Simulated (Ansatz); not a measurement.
# Bi2Se3 (Paraguanajuatite) (R-3m) in Ansatz: further runs, part 2 of 2

Ansatz 0.2.0. Earlier steps stand in the parts before.

### 4 Relaxation of cell and atoms, r2SCAN

The input, input.yaml:

```yaml
crystal:
  lattice:
    - [2.0715, 1.1959810826, 9.5453333333]
    - [-2.0715, 1.1959810826, 9.5453333333]
    - [0.0, -2.3919621653, 9.5453333333]
  atoms:
    - { symbol: Bi, position: [0.5992, 0.5992, 0.5992] }
    - { symbol: Bi, position: [0.4008, 0.4008, 0.4008] }
    - { symbol: Se, position: [0.7883, 0.7883, 0.7883] }
    - { symbol: Se, position: [0.2117, 0.2117, 0.2117] }
    - { symbol: Se, position: [0.0, 0.0, 0.0] }
hamiltonian:
  xc: r2scan
  pseudopotentials: { kind: paw }
kpoints:
  mp_grid: { grid: [8, 8, 8] }
scf:
  occupations: { method: fermi_dirac, width: 0.05 }
output:
  forces: true
  stress: true
  eigenvalues: true
relax:
  f_tol: 0.01
  max_steps: 40
  cell: { stress_tol: 0.05 }
```

Potentials or basis: Ansatz PAW.

Launch:

```bash
$ ansatz run input.yaml --threads 2 --pin off --max-ram 5632MiB --backend cpu --events-out ev --progress --plain --runs-dir out
```

Standard output:

```text
Warning: RAYON_NUM_THREADS=2 ignored (pool sized by the plan → 2); use --threads N
basis.fft_grid_basis auto: the FFT boxes are laid along the combinations [[1, 0, -1], [0, 1, -1], [0, 0, 1]] of the cell's own vectors, 4.143, 4.143 and 9.840 Å long. The dense box has 32×32×72 points. Along the cell's own vectors, as sized, it would have 72×72×72, 5.06 times as many. Of the 12 symmetry operations that the crystal satisfies within crystal.symmetry.tolerance (time reversal apart; of a slab, those that keep its plane) the dense box along the cell's own vectors carries 12, and the one as laid loses 8 of those. basis.fft_grid_basis: typed keeps the cell's own vectors: state it where this run's energies or levels are differenced outside the engine with another run's, or held beside a run that keeps those vectors.
Engine: ansatz 0.2.0, aarch64-unknown-linux-gnu
Pseudopotentials: kind: paw
Pseudopotential: Bi, paw, valence charge 15, recommended cutoff 500 eV (meta_gga), Bi.paw.azcp
Pseudopotential: Se, paw, valence charge 16, recommended cutoff 500 eV (meta_gga), Se.paw.azcp
Functional definition: r2SCAN
  parameter k0 = 0.174
  parameter k1 = 0.065
  parameter a1 = 4.9479
  exchange = r2scan_x(k0 = k0, k1 = k1, a1 = a1)
  correlation = r2scan_c
Crystal: 5 atoms, lattice volume = 141.890 Å³
Basis set: ecut = 500 eV, 3587 PW (Γ), FFT grids on a1−a3, a2−a3, a3, exchange–correlation on 128×128×288 points (64 copies of the dense FFT grid, shifted against one another)
Bands: 47, of which v1, the nominal top of the filled ones, is band 39 counted from 1 (38 counted from 0)
Symmetry: 12 space group operations
Space group: R-3m (ITA 166), of the structure as read, at distance tolerance 5.2e-5 Å
k-points: 65 of 512
Non-local potential: Bi, projectors of the file, l = 0: 2, l = 1: 2, l = 2: 2, l = 3: 2
Non-local potential: Se, projectors of the file, l = 0: 2, l = 1: 2, l = 2: 3, l = 3: 1
PAW form: soft (Blöchl's): semilocal exchange-correlation on the pseudo side does not see the compensation charge
[... 113 lines left out ...]
  atom   2  Bi     0.00000000     0.00000000    -0.00002883
  atom   3  Se     0.00000000     0.00000000    -0.00383013
  atom   4  Se     0.00000000    -0.00000000     0.00383013
  atom   5  Se    -0.00000000    -0.00000000    -0.00000000
  max |Σ_I F_I| component: 2.02e-28 eV/Å
--- Stress (GPa, compression-positive) ---
        0.024685       0.000000      -0.000000
        0.000000       0.024685      -0.000000
       -0.000000      -0.000000       0.028623
  P = ⅓ Tr σ = 0.0260 GPa (0.260 kbar)
--- Band table (eV; the first three rows and the last of 65) ---
  k-point 0: bands = ["-40.1192", "-40.1192", "-40.1192", "-40.1192", "-40.1052", "-40.1052", "-40.1050", "-40.1050", "-40.0984", "-40.0984", "-39.9952", "-39.9878", "-39.9878", "-39.9569", "-39.9569", "-15.9623", "-15.9623", "-15.9604", "-15.9604", "-15.9521", "-15.9498", "-15.9410", "-15.9410", "-15.9385", "-15.9385", "-6.8223", "-6.2130", "-5.1568", "-1.8099", "-0.8189", "5.8433", "6.0299", "6.0299", "6.0312", "6.1628", "6.1628", "6.6923", "6.6923", "7.7312", "8.5358", "9.6725", "9.6725", "10.3377", "10.8421", "10.8421", "14.3892", "15.2748"]
  k-point 1: bands = ["-40.1192", "-40.1192", "-40.1192", "-40.1192", "-40.1052", "-40.1052", "-40.1050", "-40.1050", "-40.0984", "-40.0984", "-39.9952", "-39.9878", "-39.9878", "-39.9569", "-39.9569", "-15.9646", "-15.9623", "-15.9587", "-15.9568", "-15.9499", "-15.9476", "-15.9432", "-15.9415", "-15.9404", "-15.9385", "-6.6777", "-6.0835", "-5.0802", "-1.8845", "-1.0221", "4.9421", "5.1694", "5.6153", "5.7103", "6.0978", "6.5439", "6.6646", "6.9617", "7.3431", "9.2778", "9.9214", "10.0254", "10.3436", "10.9556", "11.2381", "14.0857", "14.6626"]
  k-point 2: bands = ["-40.1192", "-40.1192", "-40.1191", "-40.1191", "-40.1052", "-40.1052", "-40.1051", "-40.1050", "-40.0984", "-40.0984", "-39.9952", "-39.9878", "-39.9878", "-39.9569", "-39.9568", "-15.9716", "-15.9681", "-15.9514", "-15.9498", "-15.9495", "-15.9457", "-15.9427", "-15.9409", "-15.9397", "-15.9378", "-6.2594", "-5.7245", "-4.8938", "-2.1789", "-1.5716", "3.8121", "4.4781", "4.8805", "5.0865", "5.6054", "6.3310", "6.6263", "6.6820", "7.3983", "9.3966", "10.2609", "10.3740", "11.0176", "11.4510", "12.2422", "13.1514", "14.7679"]
  k-point 64: bands = ["-40.1192", "-40.1192", "-40.1192", "-40.1192", "-40.1052", "-40.1052", "-40.1050", "-40.1050", "-40.0984", "-40.0984", "-39.9952", "-39.9878", "-39.9878", "-39.9569", "-39.9569", "-15.9623", "-15.9623", "-15.9604", "-15.9604", "-15.9521", "-15.9498", "-15.9410", "-15.9410", "-15.9385", "-15.9385", "-6.7541", "-6.3603", "-5.0240", "-2.0424", "-0.6039", "5.3964", "5.9842", "5.9842", "6.2654", "6.2654", "6.6110", "6.6174", "6.6174", "7.4447", "8.6967", "9.8149", "9.8149", "10.3024", "10.6787", "10.6787", "14.3971", "15.3098"]
--- Relaxed structure (5 steps of the walk, 5 accepted, 1 SCFs on fresh bases) ---
  F+E_penalty+E_count = -41258.64546085 eV   max|allowed force component| = 3.830e-3 eV/Å   (the final SCF, on the basis selected at the relaxed cell)
  cell:  # Å, volume = 150.7053 Å³
    - [2.08201827405261, 1.20205381096447, 10.036191270944952]
    - [-2.08201827405261, 1.20205381096447, 10.036191270944952]
    - [-4.9311568377293756e-33, -2.404107621981511, 10.036191270938655]
  atoms:
    - { symbol: Bi, position: [0.6021414311257027, 0.6021414311257027, 0.6021414311257026] }
    - { symbol: Bi, position: [0.3978585688742972, 0.3978585688742972, 0.39785856887429716] }
    - { symbol: Se, position: [0.7825885581046348, 0.7825885581046348, 0.7825885581046347] }
    - { symbol: Se, position: [0.21741144189536532, 0.21741144189536532, 0.21741144189536532] }
    - { symbol: Se, position: [-8.480978022111399e-20, -8.480978022111397e-20, -8.480978021736238e-20] }
```

It took 2.5 min on 2 threads of Arm Neoverse V2, shared host; peak memory 1 GiB.

What came out:

```
Free energy                            : -41258.6455 eV
Relaxed volume                         : 30.14 Å³/atom
Relaxed cell                           : a = 10.320 Å, b = 10.320 Å, c = 10.320 Å, α = 23.28°, β = 23.28°, γ = 23.28°
Space group after relaxing (to 0.05 Å) : R-3m (No. 166)
Energy gained by relaxing              : 9.8 meV/atom
Ionic steps                            : 6
Pressure after relaxing                : 0.0 GPa
Largest force after relaxing           : 0.004 eV/Å
Band gap on the k mesh                 : 0.80 eV, direct
```

Forces in eV/Å, atoms in the order of the input:
```
Bi   0.000  0.000  0.000
Bi   0.000  0.000  0.000
Se   0.000  0.000 -0.004
Se   0.000  0.000  0.004
Se   0.000  0.000  0.000
```

The path:
| step | energy change (eV) | largest force (eV/Å) | volume (Å³) |
| --- | --- | --- | --- |
| 1 | 0.0000 | 0.0796 | 141.89 |
| 2 | -0.0308 | 0.1046 | 150.08 |
| 3 | -0.0438 | 0.0964 | 149.39 |
| 4 | -0.0474 | 0.0249 | 150.42 |
| 5 | -0.0480 | 0.0037 | 150.71 |
| 6 | -0.0491 | 0.0038 | 150.71 |

Final structure:
```
CELL_PARAMETERS angstrom
2.08202 1.20205 10.03619
-2.08202 1.20205 10.03619
0.00000 -2.40411 10.03619
ATOMIC_POSITIONS crystal
Bi 0.60214 0.60214 0.60214
Bi 0.39786 0.39786 0.39786
Se 0.78259 0.78259 0.78259
Se 0.21741 0.21741 0.21741
Se 0.00000 0.00000 0.00000
```

Levels at points of the mesh, in eV from the valence-band top:
| k point | band 36 | band 37 | band 38 | band 39 | band 40 | band 41 | band 42 | band 43 |
| --- | --- | --- | --- | --- | --- | --- | --- | --- |
| (0.00, 0.00, 0.00) | -1.57 | -1.04 | -1.04 | 0.00 | 0.80 | 1.94 | 1.94 | 2.61 |
| (0.00, 0.00, -0.50) | -2.48 | -1.65 | -1.12 | -0.52 | 1.46 | 2.59 | 3.41 | 3.51 |
| (0.00, -0.50, -0.50) | -1.76 | -1.45 | -1.30 | -0.91 | 1.82 | 2.53 | 2.95 | 3.51 |
| (-0.50, -0.50, -0.50) | -1.12 | -1.11 | -1.11 | -0.29 | 0.97 | 2.08 | 2.08 | 2.57 |

Caveat: the plane-wave basis is chosen anew once the cell has moved, so the energies of steps on either side of that aren't comparable; spin-orbit coupling is left out, which as a rule narrows the gap of such compounds by several tenths of an eV; the PAW data sets come from PBE, with cores solved anew for the run's functional, which leaves a small shift of forces and pressure.

### 5 The runs side by side

```csv
level,cutoff (eV),gap on the mesh (eV),pressure (GPa),relaxed volume (Å³/atom)
revPBE,420,0.90,0.0,37.69
BLYP,420,0.83,0.0,43.29
r2SCAN,500,0.80,0.0,30.14
```

Alike in all rows: task relaxation of cell and atoms; potentials or basis Ansatz PAW; no spin polarisation; cell relaxed; k mesh 8 × 8 × 8; smearing fermi-dirac 0.05 eV.

Caveats: the plane-wave basis is chosen anew once the cell has moved, so the energies of steps on either side of that aren't comparable; spin-orbit coupling is left out, which as a rule narrows the gap of such compounds by several tenths of an eV; the PAW data sets come from PBE, with cores solved anew for the run's functional, which leaves a small shift of forces and pressure; the volume moved by over 15 % at a fixed basis, so the end points are rough (some runs).

Total energies depend on the potentials used, so only differences within one code and one set of settings carry meaning.
